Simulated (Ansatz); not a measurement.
Reactions of C₂H₆FGa, SMILES `[CH3][Ga]([CH3])[F]`.

Calculated with Ansatz (gas phase, PBE0-D4/def2-TZVP geometries, no zero-point term in ΔE). CCSD(T)/CBS is the MP2 limit (def2-TZVPP, def2-QZVPP) plus CCSD(T) − MP2 in def2-TZVPP, frozen cores. This one scheme is used for every species. DFT in def2-TZVPP. B3LYP here is the variant with VWN-RPA as its local correlation; programs differ in this. def2 core potentials past Kr. For Ga, Ge, In outer-core shells are correlated without core-valence functions, which leaves a few kJ/mol of doubt a bond. Scalar relativity is left out up to krypton. Each species was taken in one conformer, which may not be the lowest.

```
                                                                               reaction  CCSD/CBS(def2) (kJ/mol)  B2PLYP (kJ/mol)  B3LYP-D4 (kJ/mol)  ωB97X-V (kJ/mol)  CCSD(T)/CBS(def2) (kJ/mol)
 `[CH3][Ga]([CH3])[F]` + `CB[SiH](O)[SiH3]` → `C[BH][Ga]([CH3])[F]` + `C[SiH](O)[SiH3]`                      -13              -12                -11               -12                         -11
                     `[CH3][Ga]([CH3])[F]` + `N=C(N)O` → `C/N=C(\N)O` + `[CH3][GaH][F]`                       62               58                 54                53                          62
            `[CH3][Ga]([CH3])[F]` + `C[NH][InH2]` → `C[NH][InH][CH3]` + `[CH3][GaH][F]`                       17               16                 18                18                          16
                  `[CH3][Ga]([CH3])[F]` + `O[SiH3]` → `[CH3][Ga]([CH3])[O][SiH3]` + H–F                       12               22                 18                22                          11
`[CH3][Ga]([CH3])[F]` + `[NH2][GeH]([F])[Cl]` → `C[NH][GeH]([F])[Cl]` + `[CH3][GaH][F]`                       84               81                 76                76                          84
                             `[CH3][Ga]([CH3])[F]` + `CNC` → `CN(C)C` + `[CH3][GaH][F]`                       59               57                 54                51                          58
```

Largest T1 diagnostic: 0.016, for `C[NH][InH2]`.
